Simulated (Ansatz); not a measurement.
# Hf6Si6O25: frames of a relaxation, O_i, charge -2, atoms relaxed at the host's cell

Level of theory: PBE, no spin polarisation, scalar-relativistic; Ansatz, plane waves to 420 eV (PAW set soft_2), k-mesh 2×2×2.

Positions in Å and forces in eV/Å; free energies count from the last frame, uniform background for the charge.

```
37
Lattice="-6.645 0.000 0.000 0.000 -6.645 0.000 3.322 3.322 9.022" Properties=species:S:1:pos:R:3:forces:R:3 pbc="T T T" step=1 dE=6.350eV
Hf   -3.296   -3.395    3.037   -0.842   -0.490   -1.313
Hf   -6.682    0.004   -0.033    0.314   -0.414    0.092
Hf    0.005    0.013    5.948   -0.032    0.050    0.277
Hf   -3.325   -0.051    4.478   -0.003    0.201   -0.189
Hf   -0.053   -3.327    1.447    1.735    0.144   -0.368
Hf    0.001   -3.312    7.469   -0.057   -0.182    0.353
Si    0.013   -3.298    4.462    0.095    0.024   -0.091
Si   -3.333   -0.059    1.480   -0.335    0.362   -0.023
Si   -3.360   -0.012    7.489   -0.061    1.419   -0.980
Si   -3.318   -3.333    5.998   -0.033   -0.029   -0.061
Si   -0.038   -0.012    2.961    0.029   -0.002   -0.018
Si   -3.280   -3.290   -0.104   -1.966    0.512    1.301
O    -0.069   -1.227    1.865   -0.120    0.280    0.294
O    -0.006   -1.207    7.872    0.085    0.111   -0.203
O    -3.341   -4.566    4.914   -0.018    0.195    0.295
O     1.231   -3.243    3.378   -0.389    0.094    0.358
O    -2.134    0.008    0.364   -0.160   -0.041    0.154
O    -2.117    0.054    6.407    0.027   -0.212    0.420
O    -1.213   -3.336    3.375    0.336    0.010    0.220
O    -4.570   -0.045    0.397    0.156    0.268    0.080
O     2.104   -0.080    6.335    0.185   -0.101    0.330
O    -3.271   -2.126    4.899   -0.002   -0.250    0.255
O    -0.103   -5.430    1.884   -0.108   -0.193    0.194
O     0.178    1.240    7.797    0.248   -0.233   -0.228
O    -1.230   -0.030    4.084    0.361   -0.036   -0.185
O    -4.485   -4.051    1.267    1.222   -6.158    3.290
O     2.090   -3.252    7.057    0.344    0.027   -0.258
O    -0.028   -2.091    5.564   -0.014   -0.273   -0.253
O    -3.251   -5.513    2.617    0.547   -0.745    0.393
O    -3.529    1.267    8.506   -0.288   -0.488   -0.353
O     0.014   -4.534    5.525   -0.047    0.149   -0.201
O    -3.326   -1.292    2.561    0.062    0.273    0.002
O    -3.334   -1.186    8.580   -0.075   -0.734    0.382
O    -2.100   -3.352    7.089   -0.150    0.092   -0.210
O     1.215   -0.004    4.016   -0.282   -0.026   -0.186
O    -2.142   -3.297    1.067    0.330   -0.022   -0.006
O    -1.373    0.650    9.658   -1.093    6.416   -3.562
```

```
37
Lattice="-6.645 0.000 0.000 0.000 -6.645 0.000 3.322 3.322 9.022" Properties=species:S:1:pos:R:3:forces:R:3 pbc="T T T" step=4 dE=0.449eV
Hf   -3.343   -3.470    2.872    1.735    0.481    1.790
Hf   -6.603   -0.077   -0.007   -0.298   -0.006   -0.375
Hf    0.007    0.015    6.019    0.037   -0.081    0.092
Hf   -3.292   -0.089    4.460    0.009   -0.131    0.525
Hf    0.256   -3.310    1.372   -0.570   -0.192    0.337
Hf    0.004   -3.321    7.525    0.204    0.037   -0.522
Si   -0.023   -3.294    4.466   -0.672    0.036   -0.077
Si   -3.295   -0.031    1.490    0.281    0.015    0.047
Si   -3.389   -0.010    7.472   -0.221    0.288   -0.355
Si   -3.323   -3.355    5.982   -0.122    0.051   -0.419
Si   -0.018   -0.001    2.966   -0.062    0.159    0.512
Si   -3.517   -3.240    0.022   -0.399    0.059    0.512
O    -0.055   -1.211    1.879    0.077   -0.322   -0.202
O    -0.095   -1.165    7.906   -0.129   -0.089    0.061
O    -3.359   -4.603    4.923   -0.059   -0.008    0.062
O     1.236   -3.205    3.451    0.360    0.070   -0.363
O    -2.097   -0.017    0.362   -0.113    0.044    0.075
O    -2.123    0.041    6.418   -0.076   -0.013    0.178
O    -1.211   -3.334    3.354    0.045   -0.019    0.236
O    -4.514    0.128    0.397    0.138    0.017    0.153
O     2.097   -0.147    6.316    0.007   -0.043    0.099
O    -3.262   -2.144    4.894    0.059    0.032    0.200
O    -0.101   -5.440    1.882    0.153    0.118   -0.140
O     0.190    1.212    7.789    0.044    0.369   -0.225
O    -1.178   -0.064    4.126    0.057   -0.103   -0.057
O    -4.438   -4.232    1.446   -0.636    0.603   -1.821
O     2.086   -3.252    7.045   -0.031    0.044    0.019
O    -0.065   -2.102    5.600    0.131   -0.016    0.065
O    -3.022   -5.604    2.707    0.152    0.084   -0.260
O    -3.693    1.262    8.434   -0.359   -0.132   -0.148
O    -0.013   -4.538    5.530    0.104   -0.023   -0.004
O    -3.344   -1.286    2.554   -0.274   -0.188   -0.232
O    -3.345   -1.242    8.545    0.338    0.041    0.304
O    -2.103   -3.375    7.081    0.058   -0.143    0.239
O     1.238    0.005    4.017    0.122    0.083   -0.217
O    -2.170   -3.249    1.039   -0.831   -0.087   -0.071
O    -1.578    1.028    9.377    0.739   -1.035   -0.016
```

```
37
Lattice="-6.645 0.000 0.000 0.000 -6.645 0.000 3.322 3.322 9.022" Properties=species:S:1:pos:R:3:forces:R:3 pbc="T T T" step=9 dE=0.000eV
Hf   -3.254   -3.435    2.940    0.000   -0.005    0.003
Hf   -6.575   -0.150   -0.029   -0.003    0.013    0.005
Hf    0.008    0.012    6.059    0.005   -0.003   -0.001
Hf   -3.288   -0.080    4.497    0.000    0.000    0.007
Hf    0.189   -3.348    1.384   -0.007   -0.004   -0.011
Hf    0.039   -3.318    7.510    0.001    0.002    0.002
Si    0.021   -3.301    4.472    0.002    0.000    0.001
Si   -3.254   -0.020    1.494    0.000    0.004    0.005
Si   -3.402    0.013    7.502    0.005   -0.006    0.007
Si   -3.300   -3.351    5.987    0.000    0.000   -0.002
Si    0.008   -0.019    2.983    0.000   -0.005    0.001
Si   -3.623   -3.241    0.047    0.005   -0.008   -0.003
O    -0.028   -1.246    1.888    0.000    0.005   -0.002
O    -0.135   -1.156    7.904   -0.004    0.002    0.002
O    -3.346   -4.601    4.939    0.000    0.000    0.001
O     1.280   -3.220    3.446   -0.001    0.003   -0.004
O    -2.064    0.017    0.366   -0.002    0.002    0.002
O    -2.145    0.063    6.427    0.003    0.001    0.004
O    -1.177   -3.346    3.374   -0.001    0.002    0.000
O    -4.483    0.111    0.420   -0.001    0.001   -0.001
O     2.096   -0.191    6.325    0.001    0.001   -0.001
O    -3.185   -2.145    4.900   -0.002    0.001    0.004
O    -0.057   -5.456    1.897    0.000    0.000   -0.001
O     0.161    1.240    7.797    0.001   -0.001    0.000
O    -1.165   -0.091    4.129    0.000   -0.001    0.000
O    -4.452   -4.087    1.369   -0.006   -0.003   -0.001
O     2.102   -3.206    7.026    0.002    0.001   -0.002
O    -0.035   -2.110    5.603    0.001    0.003    0.000
O    -3.027   -5.571    2.696   -0.001   -0.002   -0.003
O    -3.897    1.274    8.396    0.000   -0.012    0.005
O     0.033   -4.550    5.523    0.000   -0.002    0.000
O    -3.363   -1.290    2.536    0.001   -0.001   -0.003
O    -3.326   -1.237    8.574    0.004    0.005    0.002
O    -2.090   -3.420    7.099    0.000    0.001    0.001
O     1.276    0.003    4.008   -0.002    0.000    0.001
O    -2.250   -3.237    1.060    0.003    0.000    0.001
O    -1.746    0.975    9.162   -0.003    0.003   -0.018
```
